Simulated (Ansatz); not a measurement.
This was printed by a script on the Ansatz DFT code, driven from Python, for a comparison of functionals at one structure of CaF₂, space group Fm-3m. What did the script look like? Level of theory (first run): revPBE, PAW, cutoff 450 eV, 6×6×6 k-points, fixed occupations. The script varies functional: revpbe, r2scan, lda, pbe, blyp.

`caf2.cif`
```cif
data_CaF2
_cell_length_a 3.862217
_cell_length_b 3.862217
_cell_length_c 3.862217
_cell_angle_alpha 60.00000
_cell_angle_beta 60.00000
_cell_angle_gamma 60.00000
_symmetry_space_group_name_H-M 'P 1'
_symmetry_Int_Tables_number 1
loop_
_symmetry_equiv_pos_as_xyz
'x, y, z'
loop_
_atom_site_label
_atom_site_type_symbol
_atom_site_fract_x
_atom_site_fract_y
_atom_site_fract_z
Ca1 Ca    0.000000    0.000000    0.000000
F2 F    0.250000    0.250000    0.250000
F3 F    0.750000    0.750000    0.750000
```

`python xc_caf2.py` gives:
```text
+--------------+---------------+--------------+-----------+------------+
| functional   |   F/atom (eV) |   iterations |   P (GPa) |   k-points |
+==============+===============+==============+===========+============+
| revpbe       |    -1148.5918 |            8 |    5.4017 |         16 |
+--------------+---------------+--------------+-----------+------------+
| r2scan       |    -1149.3718 |            7 |   -1.0750 |         16 |
+--------------+---------------+--------------+-----------+------------+
| lda          |    -1122.2013 |            7 |   -6.4503 |         16 |
+--------------+---------------+--------------+-----------+------------+
| pbe          |    -1146.6038 |            9 |    2.2136 |         16 |
+--------------+---------------+--------------+-----------+------------+
| blyp         |    -1150.3017 |            8 |    4.0300 |         16 |
+--------------+---------------+--------------+-----------+------------+
```

The script that was run (others could print the same):

`xc_caf2.py`:
```python
import warnings

import ansatz
from ase.io import read
from tabulate import tabulate

warnings.simplefilter("ignore", ansatz.DeckWarning)

atoms = read("caf2.cif")
system = ansatz.Crystal.from_ase(atoms)

model = system.calculation()
model = model.kpoints(6)
model = model.basis(450)
model = model.pseudopotentials("paw").occupations("fixed")
model = model.scf(tolerance=1e-10)
model = model.stress()

rows = []
for value in ["revpbe", "r2scan", "lda", "pbe", "blyp"]:
    r = model.functional(value).run(threads=1, backend="cpu").report
    rows.append((value, r["free_energy_ev"] / len(r["lattice"]["sites"]), r["n_iterations"], sum(r["stress_gpa"][i][i] for i in range(3)) / 3, r["n_kpoints"]))

print(tabulate(rows, headers=["functional", "F/atom (eV)", "iterations", "P (GPa)", "k-points"], floatfmt=".4f", tablefmt="grid"))
```

Reading the output:
- The cutoff lies under the one recommended for these potentials in some of the runs.
- Under the recommended cutoff a pressure can be off by several GPa, even in sign.
- Pressure is positive in compression.
- The structure is a deposited one; some such entries were measured under pressure or heat, so a shift against it needn't be the functional's error alone.
- Total energies of different functionals can't be compared; pressures, moments and gaps at this one structure can.
- The script silences the warnings on its input, which a real study should read.
- The whole script took 4.5 s on 1 thread of Intel(R) Xeon(R) Processor @ 2.30GHz (shared host), peak memory 0.6 GiB.
